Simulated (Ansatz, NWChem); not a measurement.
## Worked example: the enthalpy of formation of C2H2Cl2 (cis-1,2-Dichloroethene)

C2H2Cl2 has 6 atoms, charge 0, and is taken as a singlet. As SMILES, `Cl/C=C\Cl`. The coordinates come from a PBE0-D4/def2-TZVP relaxation.

Total energies at CCSD(T)/6-311+G**, 12 core orbitals frozen (NWChem 7.3.0); the atoms run unrestricted:

| species | state | energy (Eh) |
| --- | --- | --- |
| C2H2Cl2 | singlet | -996.518220 |
| Cl | doublet | -459.604426 |
| C | triplet | -37.767643 |
| H | doublet | -0.499810 |

Harmonic wavenumbers at PBE0-D4/def2-TZVP, in cm⁻¹: 165, 429, 586, 718, 742, 879, 916, 1209, 1317, 1672, 3217, 3238.

Measured heats of formation of the gaseous atoms at 298.15 K, in kJ/mol: Cl 121.3, C 716.9, H 218.0. Spin-orbit lowering of the atoms at 298 K (mean of the ground term's levels less their thermal mean, from spectra), in kJ/mol: Cl 3.44, C 0.02. Take 1 Eh = 2625.50 kJ/mol, 1 cm⁻¹ = 0.0119627 kJ/mol, RT = 2.479 kJ/mol.

Problem. Work out the heat of formation of the gas at 298 K.

Solution. 
1. Electronic atomisation energy: 2 × (-459.604426) + 2 × (-37.767643) + 2 × (-0.499810) − (-996.518220) = 0.774462 Eh = 2033.3 kJ/mol.
2. Zero-point energy: half the sum of the wavenumbers, 7544 cm⁻¹ = 90.2 kJ/mol.
3. Thermal vibrational enthalpy, Σ hcν̃/(exp(hcν̃/kT) − 1): 3.7 kJ/mol. Translation, rotation and pV of a non-linear molecule: 4 RT = 9.9 kJ/mol.
4. The 6 free atoms carry 5/2 RT each: 37.2 kJ/mol.
5. Spin-orbit coupling lowers the free atoms by 2 × 3.44 + 2 × 0.02 = 6.9 kJ/mol.
6. Atomisation enthalpy at 298 K: 2033.3 − 6.9 − 90.2 − 3.7 − 9.9 + 37.2 = 1959.8 kJ/mol.
7. Sum of the atoms' heats of formation: 2112.4 kJ/mol. Heat of formation: 2112.4 − 1959.8 = +152.6 kJ/mol.

The tabulated value is +4.6 kJ/mol (CRC Handbook of Chemistry and Physics), so this level is off by +148.0 kJ/mol, or 7.0 % of the atomisation enthalpy that the table implies (2107.8 kJ/mol). Coupled cluster needs large bases for atomisation: in a finite one the molecule is underbound. Anharmonicity and any spin-orbit splitting of the molecule are left out, and cores are frozen in the wave-function part.
